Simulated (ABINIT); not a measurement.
Runs of ABINIT 10.8.3 (patched build) on Ti. It takes space group P6/mmm (No. 191, hexagonal). The conventional cell has a = 4.567 Å, b = 4.567 Å, c = 2.826 Å, α = 90.00°, β = 90.00°, γ = 120.00°. Ti (site symmetry -6m2) has 11 Ti at 2.64 to 2.99 Å as nearest neighbours. Around Ti (site symmetry 6/mmm) lie 14 Ti at 2.83 to 2.99 Å. This isn't the form of Ti at room conditions, which is hcp.

| task | level | potentials or basis | cell | cutoff (eV) | cell freedom (optcell) | cutoff smearing ecutsm (Ha) | optimiser (ionmov) | force stop (Ha/bohr) | fine-grid cutoff | gap on the mesh (eV) | pressure (GPa) | relaxed volume (Å³/atom) |
| --- | --- | --- | --- | --- | --- | --- | --- | --- | --- | --- | --- | --- |
| relaxation of cell and atoms | PBEsol | JTH PAW PBE v2.0 | relaxed | 408 | 2 | 0.5 | 2 | 0.0001 | 816.342 eV | none | 0.0 | (a) |
| relaxation of cell and atoms | LDA | JTH PAW LDA v2.0 | relaxed | 408 | 2 | 0.5 | 2 | 0.0001 | 816.342 eV | none | 0.0 | 15.89 |
| band structure | PBEsol | PseudoDojo NC SR PBEsol v0.4.1 standard | as given | 1143 | - | - | - | - | - | none | -3.7 | - |
| single point | PBEsol | PseudoDojo NC SR PBEsol v0.4.1 standard | atoms moved at random, drawn with an rms of 0.05 Å | 1143 | - | - | - | - | - | none | -3.7 | - |

Alike in all rows: no spin polarisation; k mesh 7 × 7 × 9; smearing fermi-dirac 0.05 eV.

Task: Fill in the values left out.

Result: (a) 16.51.

Caveats: the PAW data sets were made with another functional, which shifts forces and pressure a little (some runs).

A gap of «none» marks a metal or a gap under the smearing width.
